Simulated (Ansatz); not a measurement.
Input for Ansatz (plane-wave DFT, PAW):

```yaml
crystal:
  lattice:
    - [3.0463457341, 0.0209187088, -0.0164822973]
    - [-1.5050567338, 2.606838466, 0.0329727238]
    - [-0.0150330048, 0.0260464896, 2.6870759168]
  atoms:
    - { symbol: Mg, position: [-0.0117905955, -0.0058952978, 0.0] }
    - { symbol: O, position: [0.3451239255, 0.6725619678, 0.5] }
basis:
  ecutwfc: 420
kpoints:
  mp_grid: { grid: [12, 12, 10] }
hamiltonian:
  xc: pbe
scf:
  occupations: { method: gaussian, width: 0.02 }
output:
  forces: true
  stress: true
  eigenvalues: true
```

Run as
```bash
ansatz run input.yaml --threads 1 --pin off --max-ram 1331MiB --backend cpu --events-out ev --progress --plain --runs-dir out
```

Level of theory: DFT PBE, scalar-relativistic, plane waves, PAW in Ansatz.

From the run's log, abridged (final results; tables in files aren't shown):

```
SCF 1 converged in 6 iterations: F = -2493.405040 eV  dr2 = 8.22e-11
SCF converged after 6 iterations
Free energy (F): -2493.405040 eV
Harris-Foulkes:  -2493.405040 eV  (|F-HF|=1.83e-10)
Internal energy: -2493.405040 eV  (E = F + TS)
E sigma→0 (E₀):  -2493.405040 eV
Fermi energy:    8.514233 eV
--- Per-component energies (eV) ---
  E_band       = -319.281473
  E_kinetic    = 252.688686
  E_local      = -1704.580385  (includes V_loc(G=0)·N_el)
  E_nonlocal   = 142.743831
  E_hartree    = 593.337463
  E_xc         = -104.242438
  E_vxc        = -133.504973  (∫ρ·V_xc dr)
  E_paw        = -450.209963  (= ΣΔE_a)
  E_vpaw       = -63.305980  (= ΣTr[D̂ρ^β])
  E_aug_tail   = 0.002412  (compensation charges beyond the density's cutoff)
  E_ewald      = -1223.144647
  E_smearing   =  0.000000  (= −TS)
--- Forces (eV/Å), atoms counted from 1 ---
  atom   1  Mg     0.15102776     0.08719592     0.00000000
  atom   2  O     -0.15102620    -0.08719502     0.00000000
--- Stress (GPa, compression-positive) ---
      -12.505494      -1.943669      -0.234121
       -1.943669     -10.261139       0.405510
       -0.234121       0.405510       0.836806
  P = ⅓ Tr σ = -7.3099 GPa (-73.099 kbar)
--- Band table (eV; the first three rows and the last of 398) ---
  k-point 0: bands = ["-66.4139", "-33.1630", "-33.1401", "-33.1085", "-9.9756", "6.3579", "6.5156", "7.0046", "9.6980", "18.9354", "21.5590", "21.9805"]
  k-point 1: bands = ["-66.4129", "-33.1622", "-33.1391", "-33.1189", "-9.8890", "6.2301", "6.4052", "6.5778", "10.2864", "18.9756", "21.7018", "22.1167"]
  k-point 2: bands = ["-66.4103", "-33.1605", "-33.1454", "-33.1364", "-9.6514", "4.8363", "6.5259", "6.7022", "11.3382", "18.7802", "22.1283", "22.5188"]
  k-point 397: bands = ["-66.3998", "-33.2070", "-33.1716", "-33.1617", "-8.3925", "3.6440", "4.0082", "6.4460", "12.9921", "18.1103", "20.1375", "20.9906"]
```

The calculation finished and met its thresholds.